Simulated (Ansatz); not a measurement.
# Ge: energy along a strain

Ge, Fd-3m, a = 5.658 Å (as given, not relaxed at this level: 3.7 GPa). Ansatz: PBE, PAW, 420 eV, Γ-centred 14×14×14 mesh on 2 atoms, Gaussian smearing 0.15 eV; no spin polarisation. Cell vectors (Å): 0.000 2.829 2.829; 2.829 0.000 2.829; 2.829 2.829 0.000. The cell is strained by x per cent times the pattern (0 1 0 0 0 0) in the order xx yy zz yz xz xy (engineering shears), with fractional coordinates held. y is the free energy over the start, V0 = 22.636 Å³/atom.

| x (%) | y (meV/atom) |
| --- | --- |
| -4.00 | ? |
| -3.00 | 23.58 |
| -2.00 | 13.90 |
| -1.00 | 6.06 |
| 0.00 | 0.00 |
| 1.00 | -4.33 |
| 2.00 | -6.98 |
| 3.00 | -8.00 |
| 3.50 | -7.92 |
| 4.00 | -7.46 |

Q: Fit y = c1 x + c2 x² + c3 x³ to the other rows, get the stiffness along the pattern, and predict the missing energy.

A: Least squares on the rows shown. y = −5.1841 x + 0.86540 x² − 0.0088581 x³. The clamped-ion stiffness p·C·p = 2 × 8.654 eV × 160.2 / 22.636 Å³ = 122 GPa, which is C22 in these axes (C11 of the cubic crystal) (second derivative at the start, which stands under stress). At x = -4.00 the fit asked for gives 35.15 meV/atom. The run gave 35.13 meV/atom, so the fit is 0.02 meV/atom too high, a small miss on the scale of the series.

The energy keeps falling as the crystal is stretched from the starting cell and bottoms out near 3.00 %, because PBE underbinds Ge and favours a larger lattice constant than the one imposed. That minimum isn't the equilibrium lattice constant: the two transverse axes stay compressed, so the free axis extends further than it would in an isotropic expansion.

The negative cubic term reflects the usual bond anharmonicity: the crystal stiffens on compression and softens on extension. The stiffness should therefore be lower at PBE's own equilibrium volume, and its closeness to the measured C11 probably owes something to the compressed cell.

Holding the fractional coordinates costs nothing here, since a strain along a cubic axis leaves the diamond sublattices without a symmetry-allowed relative displacement. The same shortcut would overestimate C44, where the shear drives an internal displacement that softens the response.
